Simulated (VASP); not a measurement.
# Settings for Ag: self-consistent run

Ag, Fm-3m (no. 225), 1 atom in the cell. R2SCAN; PAW potentials Ag (PBE set). VASP 6.6.1.

Wanted: energy within 0.2 meV/atom; Fermi level within 0.005 eV.

What the run is for: comparing ways to start; Accuracy asked: tight.

POSCAR:
```
Ag
1.0
    0.0000000000      2.0427500000      2.0427500000
    2.0427500000      0.0000000000      2.0427500000
    2.0427500000      2.0427500000      0.0000000000
Ag
1
Direct
    0.0000000000      0.0000000000      0.0000000000
```

## How the run starts (with a second run first, the time holds both)

| How the run starts (with a second run first, the time holds both) | Energy less reference (meV/atom) | Fermi level (eV) | Time (s) |
|---|---|---|---|
| from scratch: 15 SCF iterations | 0.00 | 8.3843 | 32 |
| PBE orbitals (WAVECAR): 9 + 7 SCF iterations | 0.00 | 8.3842 | 24 |
| PBE density (CHGCAR): 9 + 14 SCF iterations | 0.00 | 8.3803 | 35 |
| loose PBE orbitals: 9 + 7 SCF iterations | 0.00 | 8.3842 | 24 |

Chosen: PBE orbitals (WAVECAR): 9 + 7 SCF iterations; it saves 8.6 s of 32, so from scratch: 15 SCF iterations would do nearly as well.

## All choices together

| Input | Energy less reference (meV/atom) | Fermi level (eV) | Time (s) |
|---|---|---|---|
| chosen settings | 0.00 | 8.3842 | 24 |
| reference settings throughout | 0.00 | 8.3843 | 32 |

The tolerance is met.

## The input

INCAR.step1:
```
ISMEAR = 1
SIGMA = 0.1
LWAVE = T
LCHARG = T
ISIF = 2
PREC = Accurate
LASPH = T
LREAL = F
ALGO = Normal
EDIFF = 1E-5
NELM = 120
GGA_COMPAT = F
ENCUT = 440
GGA = PE
```

INCAR.step2:
```
METAGGA = R2SCAN
ISMEAR = 1
SIGMA = 0.1
LWAVE = F
LCHARG = F
ISIF = 2
PREC = Accurate
LASPH = T
LREAL = F
ALGO = Normal
EDIFF = 1E-6
NELM = 120
GGA_COMPAT = F
ENCUT = 440
LMIXTAU = T
ISTART = 1
```

KPOINTS:
```
k-points
0
Gamma
  14 14 14
```

Commands (each step's output is kept before the next begins):
```
cat potpaw_PBE.64/Ag/POTCAR > POTCAR
cp INCAR.step1 INCAR
mpirun -np 1 vasp_std > vasp.out
cp INCAR.step2 INCAR
mpirun -np 1 vasp_std > vasp.out
```

The chosen input took VASP 6.6.1 24 s on 1 core (Intel Xeon Platinum 8488C (Sapphire Rapids)), a shared host.
